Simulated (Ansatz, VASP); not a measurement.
# One calculation of Au, two programs

File INCAR:

```
PREC = Accurate
ENCUT = 520
EDIFF = 1E-6
ISMEAR = 1
SIGMA = 0.03
LREAL = F
LASPH = T
NELM = 60
ALGO = Normal
ISIF = 2
LWAVE = F
LCHARG = T
LELF = T
LVHAR = T
NBANDS = 12
```

The input KPOINTS:

```
regular mesh
0
Gamma
  13 13 13
```

File POSCAR:

```
Au
1.0
    0.0000000000      2.0229622709      2.0229622709
    2.0229622709      0.0000000000      2.0229622709
    2.0229622709      2.0229622709      0.0000000000
Au
1
Direct
    0.0000000000      0.0000000000      0.0000000000
```

Input for Ansatz:

```yaml
crystal:
  lattice:
    - [0.0, 2.0229622709, 2.0229622709]
    - [2.0229622709, 0.0, 2.0229622709]
    - [2.0229622709, 2.0229622709, 0.0]
  atoms:
    - { symbol: Au, position: [0.0, 0.0, 0.0] }
hamiltonian:
  xc: lda
  pseudopotentials:
    kind: paw
    azcp:
      Au: "pseudopotentials/Au.paw.azcp"
basis:
  ecutwfc: 420
  fft_grid_basis: typed
kpoints:
  mp_grid: { grid: [13, 13, 13], shift: [0, 0, 0] }
magnetization:
  spin_polarized: false
scf:
  occupations: { method: methfessel_paxton, width: 0.03 }
  lower_state_search: "off"
output:
  stress: true
  write_density: true
  write_potential: true
  elf: true
  volumetric_format: npy
```

Alike in both runs: task single point; functional LDA; k mesh 13 × 13 × 13; occupations methfessel-paxton of order 1, width 0.03 eV; no spin polarisation.

|  | VASP | Ansatz |
| --- | --- | --- |
| version | VASP 6.6.1 | Ansatz 0.2.0 |
| potentials or method | VASP PAW LDA potentials, release 64 (Au) | plane waves (420 eV) with PAW, scalar-relativistic |
| plane-wave cutoff (eV) | 520 | 420 |
| valence electrons in the cell | 11 | 19 |

```tsv
	VASP	Ansatz	Ansatz less VASP
pressure (GPa)	0.4	-0.1	-0.52
```

The two sets of potentials don't hold the same shells in valence. Ansatz warned: «pseudo_functional_mismatch».

Spin-orbit coupling is left out, which matters for the levels of Au.
